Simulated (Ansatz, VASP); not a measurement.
# Two plane-wave programs on TiPt3

```
Ti Pt
1.0
     3.89935    0.00000    0.00000
     0.00000    3.89935    0.00000
     0.00000    0.00000    3.89935
Ti Pt
1 3
Cartesian
  0.0000 0.0000 0.0000
  0.0000 1.9497 1.9497
  1.9497 0.0000 1.9497
  1.9497 1.9497 0.0000
```

Alike in both runs: functional PBEsol; k mesh 12 × 12 × 12; occupations gaussian, width 0.1 eV; no spin polarisation.

Ansatz relaxed the structure, and its values are those at the end. VASP's run is a single point on that final structure, the one shown.

```csv
,VASP,Ansatz
version,VASP 6.6.1,Ansatz 0.2.0
potentials or method,"VASP PAW PBE potentials, release 64 (Ti_sv, Pt)","scalar-relativistic, plane waves, PAW"
plane-wave cutoff (eV),520,420
valence electrons in the cell,42,66
```

|  | VASP | Ansatz | Ansatz less VASP |
| --- | --- | --- | --- |
| gap on the k mesh at the Fermi level (eV) | none | none | - |
| pressure (GPa) | -0.3 | 0.0 | +0.29 |

A gap of «none» marks a metal or a gap that the smearing closes. The two sets of potentials don't hold the same shells in valence.

Caveats: the PAW data sets were made with another functional, which shifts forces and pressure a little (VASP). Spin-orbit coupling is left out, which matters for the levels of Pt.
